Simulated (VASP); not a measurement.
## GaAs: single point with r2SCAN

GaAs:

```
CELL_PARAMETERS angstrom
0.00000 2.82685 2.85512
2.82685 0.00000 2.85512
2.82685 2.82685 0.00000
ATOMIC_POSITIONS crystal
Ga 0.00000 0.00000 0.00000
As 0.75000 0.75000 0.75000
```

The cell isn't the ideal one: strain +0.0100 x Voigt [0, 0, 1, 0, 0, 0], atoms carried along.

- Program: VASP 6.6.1
- Task: single point
- Functional: r2SCAN
- Potentials or basis: VASP PAW PBE potentials, release 64 (Ga_d, As)
- Cutoff: 520 eV
- k mesh: 8 × 8 × 8
- Occupations: gaussian, width 0.05 eV
- Spin: no spin polarisation
- Dipole correction: no
- Further INCAR settings: ALGO = Normal; EDIFF = 1e-07; NBANDS = 16

* Pressure: -0.1 GPa
* Band gap on the k mesh: 0.90 eV, direct

Stress tensor (GPa, compression positive):
```
 0.10  0.00  0.00
 0.00  0.10  0.00
 0.00  0.00 -0.57
```

Levels at points of the mesh, in eV from the valence-band top:
```tsv
k point	band 6	band 7	band 8	band 9	band 10	band 11	band 12	band 13
(0.00, 0.00, 0.00)	-13.16	-0.06	0.00	0.00	0.90	4.01	4.01	4.04
(0.50, 0.00, 0.00)	-11.34	-6.78	-1.23	-1.15	1.31	4.93	5.00	8.26
(0.50, 0.50, 0.00)	-10.60	-7.01	-2.71	-2.71	1.80	2.00	10.76	10.76
(0.50, 0.00, 0.50)	-10.56	-6.95	-2.79	-2.78	1.73	1.90	10.73	10.78
```

Wall time 120 s on 1 thread of Intel(R) Xeon(R) Platinum 8488C (Sapphire Rapids), with other jobs on the host, peak memory 0.19 GiB.

Caveat: the PAW data sets were made with another functional, which shifts forces and pressure a little. A k mesh can miss the band edges.
